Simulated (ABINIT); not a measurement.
Crystal: PbS.

```
Pb S
1.0
     4.08970    0.00000    0.00000
    -2.04485    3.54178    0.00000
     0.00000    0.00000    3.78817
Pb S
1 1
Direct
  0.00000 0.00000 0.00000
  0.66667 0.33333 0.50000
```

Measurements of this composition are mostly on another form, of space group No. 225.

Base run:

* Program: ABINIT 10.8.3 (patched build)
* Functional: r2SCAN
* Potentials or basis: JTH PAW PBE v2.0
* Cutoff: 707 eV
* k mesh: 8 × 8 × 7
* Occupations: fermi-dirac, width 0.05 eV
* Spin: no spin polarisation

Its results: pressure -1.0 GPa.

Problem. After a change of settings the same cell gave: pressure -4.5 GPa. Which change was it?
A. functional from r2SCAN to PBEsol
B. functional from r2SCAN to SCAN
C. functional from r2SCAN to LDA
D. functional from r2SCAN to BLYP

Solution. C.

Caveats: the PAW data sets were made with another functional, which shifts forces and pressure a little.
